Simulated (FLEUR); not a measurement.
# C (Cmme) in FLEUR: a series of runs, part 2 of 2

FLEUR MaX-R8.1 (later development tree). The steps go on from the part before.

### 5 Equation of state, r2SCAN, 9.37 Å³/atom

Input file inp.xml:

```xml
<?xml version="1.0" encoding="UTF-8" standalone="no"?>
<fleurInput fleurInputVersion="0.39">
   <comment>
      C                                                                                                   
   </comment>
   <calculationSetup>
      <cutoffs Kmax="6.0" Gmax="18.6" GmaxXC="18.6" numbands="0"/>
      <scfLoop itmax="80" minDistance="0.0001" maxIterBroyd="30" imix="Anderson" alpha="0.05" precondParam="0.0" spinf="2.0" sdNocoIR="T"/>
      <coreElectrons ctail="F" frcor="F" kcrel="0" coretail_lmax="0"/>
      <xcFunctional name="LibXC" relativisticCorrections="F">
         <LibXCName exchange="mgga_x_r2scan" correlation="mgga_c_r2scan"/>
         <AuxGGA exchange="117" correlation="130"/>
      </xcFunctional>
      <magnetism jspins="1"/>
      <soc l_soc="F" theta="0.0" phi="0.0" spav="F"/>
      <expertModes spex="0" secvar="F"/>
      <geometryOptimization l_f="F" forcealpha="1.0" forcemix="BFGS" epsdisp="0.00001" epsforce="0.00001"/>
      <ldaU l_linMix="F" mixParam="0.05" spinf="1.0"/>
   </calculationSetup>
   <cell>
      <bzIntegration valenceElectrons="16.0" mode="hist" fermiSmearingEnergy="0.00183747">
         <kPointListSelection listName="default-1"/>
         <!-- k-points included here -->
         <xi:include xmlns:xi="http://www.w3.org/2001/XInclude" href="kpts.xml"> </xi:include>
      </bzIntegration>
      <!-- symmetry operations included here -->
      <xi:include xmlns:xi="http://www.w3.org/2001/XInclude" href="sym.xml"> </xi:include>
      <bulkLattice scale="1.0000000000">
         <bravaisMatrix>
            <row-1>    2.3206743311709968    -4.0195642898932231     0.0000000000000000</row-1>
            <row-2>    2.3206743311709968     4.0195642898932231     0.0000000000000000</row-2>
            <row-3>    0.0000000000000000     0.0000000000000000    13.5555114848229223</row-3>
         </bravaisMatrix>
      </bulkLattice>
   </cell>
   <atomSpecies>
      <species name="Carbon (C)" element="C" atomicNumber="6">
         <mtSphere radius="1.2" gridPoints="411" logIncrement="0.025"/>
         <atomicCutoffs lmax="8" lnonsphr="8"/>
         <electronConfig flipSpins="F">
            <coreConfig>(1s1/2)</coreConfig>
            <valenceConfig>(2s1/2) (2p1/2) (2p3/2)</valenceConfig>
            <stateOccupation state="(2p1/2)" spinUp="0.333333" spinDown="0.333333"/>
            <stateOccupation state="(2p3/2)" spinUp="0.666667" spinDown="0.666667"/>
         </electronConfig>
         <energyParameters s="2" p="2" d="3" f="4"/>
         <lo type="SCLO" l="0" n="2" eDeriv="2"/>
         <lo type="SCLO" l="1" n="2" eDeriv="2"/>
         <lo type="SCLO" l="2" n="3" eDeriv="2"/>
      </species>
   </atomSpecies>
   <atomGroups>
      <atomGroup species="Carbon (C)">
         <relPos label="                   1">-.0833794600 .0833794600 -.2468624000</relPos>
         <relPos label="                   2">.4166205400 -.4166205400 .2468624000</relPos>
         <relPos label="                   3">.0833794600 -.0833794600 .2468624000</relPos>
         <relPos label="                   4">-.4166205400 .4166205400 -.2468624000</relPos>
         <force calculate="T" relaxXYZ="TTT"/>
      </atomGroup>
   </atomGroups>
   <output dos="F" band="F" slice="F">
      <checks vchk="F" cdinf="F"/>
      <bandDOS minEnergy="-.5*Htr" maxEnergy="0.5*Htr" sigma="0.015" storeEVData="T"/>
      <vacuumDOS vacdos="F" integ="F" star="F" nstars="0" locx1="0.0" locy1="0.0" locx2="0.0" locy2="0.0" nstm="0" tworkf="0.0"/>
      <unfoldingBand unfoldBand="F" supercellX="1" supercellY="1" supercellZ="1"/>
      <plotting iplot="0" polar="F">
         <plot TwoD="T" vec1="  1.0  0.0  0.0" vec2="  0.0  1.0  0.0" vec3="  0.0  0.0  1.0" zero="  0.0  0.0  0.0" file="plot"/>
      </plotting>
      <chargeDensitySlicing numkpt="0" minEigenval="0.0" maxEigenval="0.0" nnne="0" pallst="F"/>
      <specialOutput eonly="F"/>
      <moessbauerParams electricFieldGradient="T" isomerShift="T" coreHyperfine="T" valenceHyperfine="T"/>
      <magneticCircularDichroism mcd="F" energyLo="-10.0" energyUp="0.0"/>
   </output>
  <!-- We include the file relax.xml here to enable relaxations (see documentation) -->
  <xi:include xmlns:xi="http://www.w3.org/2001/XInclude" href="relax.xml"> <xi:fallback/> </xi:include>
</fleurInput>
```

Started as:

```bash
inpgen -f crystal.txt -profile fastHighL
# inp.xml edited to the form shown
fleur_MPI
```

Run time: 8.1 min. Hardware: 1 thread of AMD EPYC 7R43 (Zen 3), shared host; peak memory 0.1 GiB.

Results (log left out):

* Free energy: -4150.3517 eV
* Band gap on the k mesh: 0.03 eV
* Valence electrons inside the program's atomic spheres: C 1.63 (radii C 1.2 bohr)

Caveat: the meta-GGA is that of a development version, with a GGA for the radial functions and cores and without core tails.

### 6 Equation of state, r2SCAN, 9.74 Å³/atom (volume scaled by 1.04)

Changes to inp.xml since step 5:

```diff
@@ -27,3 +27,3 @@
       <xi:include xmlns:xi="http://www.w3.org/2001/XInclude" href="sym.xml"> </xi:include>
-      <bulkLattice scale="1.0000000000">
+      <bulkLattice scale="1.0131594038">
          <bravaisMatrix>
```

Potentials or basis: all-electron, FLAPW.

Started as:

```bash
inpgen -f crystal.txt -profile fastHighL
# inp.xml edited to the form shown
fleur_MPI
```

It took 11 min on 1 thread of AMD EPYC 7R43 (Zen 3), shared host; peak memory 0.1 GiB.

Results (log left out):

```
Free energy                                           : -4150.3017 eV
Band gap on the k mesh                                : 0.02 eV
Valence electrons inside the program's atomic spheres : C 1.61 (radii C 1.2 bohr)
```

Caveat: the meta-GGA is that of a development version, with a GGA for the radial functions and cores and without core tails.

### 7 Equation of state, r2SCAN, 9.93 Å³/atom (volume scaled by 1.06)

Changes to inp.xml since step 6:

```diff
@@ -27,3 +27,3 @@
       <xi:include xmlns:xi="http://www.w3.org/2001/XInclude" href="sym.xml"> </xi:include>
-      <bulkLattice scale="1.0131594038">
+      <bulkLattice scale="1.0196128224">
          <bravaisMatrix>
```

Started as:

```bash
inpgen -f crystal.txt -profile fastHighL
# inp.xml edited to the form shown
fleur_MPI
```

Run time: 12 min. Hardware: 1 thread of AMD EPYC 7R43 (Zen 3), shared host; peak memory 0.1 GiB.

It converged, with:

```yaml
Free_energy: -4150.2446 eV
Band_gap_on_the_k_mesh: 0.02 eV
Valence_electrons_inside_the_program's_atomic_spheres: C 1.59 (radii C 1.2 bohr)
```

Caveat: the meta-GGA is that of a development version, with a GGA for the radial functions and cores and without core tails.

### 8 Equation of state, r2SCAN

This step only gathers the single runs of the series.

What came out:

```yaml
Equilibrium_volume: 9.36 Å³/atom
Bulk_modulus_at_fixed_shape_and_positions: 270 GPa
```

Energy against volume, from the lowest point:
```tsv
volume (Å³/atom)	energy (meV/atom)
8.807	30.15
8.994	12.76
9.369	0.00
9.744	12.50
9.931	26.78
```

Caveat: the meta-GGA is that of a development version, with a GGA for the radial functions and cores and without core tails; the cell was scaled at fixed shape and fractional positions, which overstates the stiffness of a crystal with free parameters, most of all of layers and chains.
